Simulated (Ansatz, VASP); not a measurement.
# One calculation of Hg, two programs

```
CELL_PARAMETERS angstrom
1.74632 1.00824 2.14788
-1.74632 1.00824 2.14788
0.00000 -2.01648 2.14788
ATOMIC_POSITIONS crystal
Hg 0.00000 0.00000 0.00000
```

Alike in both runs: task single point; functional LDA; k mesh 4 × 4 × 4; occupations fermi-dirac, width 0.1 eV; no spin polarisation.

|  | VASP | Ansatz |
| --- | --- | --- |
| version | VASP 6.6.1 | Ansatz 0.2.0 |
| potentials or method | VASP PAW LDA potentials, release 64 (Hg) | plane waves (420 eV) with PAW, scalar-relativistic |
| plane-wave cutoff (eV) | 520 | 420 |
| valence electrons in the cell | 12 | 20 |

|  | VASP | Ansatz | Ansatz less VASP |
| --- | --- | --- | --- |
| pressure (GPa) | 2.4 | 1.8 | -0.55 |
| largest component of the traceless stress (GPa) | 9.15 | 8.63 | -0.521 |

The two sets of potentials don't hold the same shells in valence. Ansatz warned: «pseudo_functional_mismatch».

Caveats: the k mesh is coarse (spacing up to 0.57 Å⁻¹), so the values aren't converged. The runs have no spin-orbit coupling, so splittings on Hg are missing.
